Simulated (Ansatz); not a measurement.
## BeTe in Ansatz: convergence with scf exx energy threshold

Input of the first run (scf exx energy threshold 0.01); the others differ in this setting and in those tied to it:

input.yaml

```yaml
crystal:
  lattice:
    - [0.0, 2.77, 2.77]
    - [2.77, 0.0, 2.77]
    - [2.77, 2.77, 0.0]
  atoms:
    - { symbol: Te, position: [0.75, 0.75, 0.75] }
    - { symbol: Be, position: [0.0, 0.0, 0.0] }
hamiltonian:
  xc: hse06
  pseudopotentials: { kind: paw }
kpoints:
  mp_grid: { grid: [4, 4, 4] }
scf:
  occupations: { method: methfessel_paxton, width: 0.05 }
  exx: { energy_threshold: 0.01 }
output:
  forces: true
  stress: true
  eigenvalues: true
```

Potentials or basis: Ansatz PAW.

Run with:

```bash
$ ansatz run input.yaml --threads 2 --pin off --max-ram 5632MiB --backend cpu --events-out ev --progress --plain --runs-dir out
```

Hardware: 2 threads of Arm Neoverse V2, with other jobs on the host.

| scf exx energy threshold | energy less the tightest run, at zero smearing (meV/atom) | SCF cycles | CPU time (s) | peak memory (GiB) |
| --- | --- | --- | --- | --- |
| 0.01 | 0.00 | 10 | 11 | 0.59 |
| 0.001 | 0.00 | 10 | 11 | 0.6 |
| 0.0001 | 0.00 | 10 | 11 | 0.6 |
| 1e-05 | 0.00 | 10 | 11 | 0.59 |
| 1e-06 | 0.00 | 10 | 11 | 0.59 |
| 1e-07 | 0.00 | 14 | 13 | 0.59 |

Against the tightest run, the energy stays within 1 meV/atom from 0.01 on. The tightest run that finished is the yardstick and may itself not be fully converged.

Caveat, for the tightest run too: the k mesh is coarse (spacing up to 0.49 Å⁻¹), so the values aren't converged, least of all with exact exchange; spin-orbit coupling is left out, which moves the levels of the heavy elements.
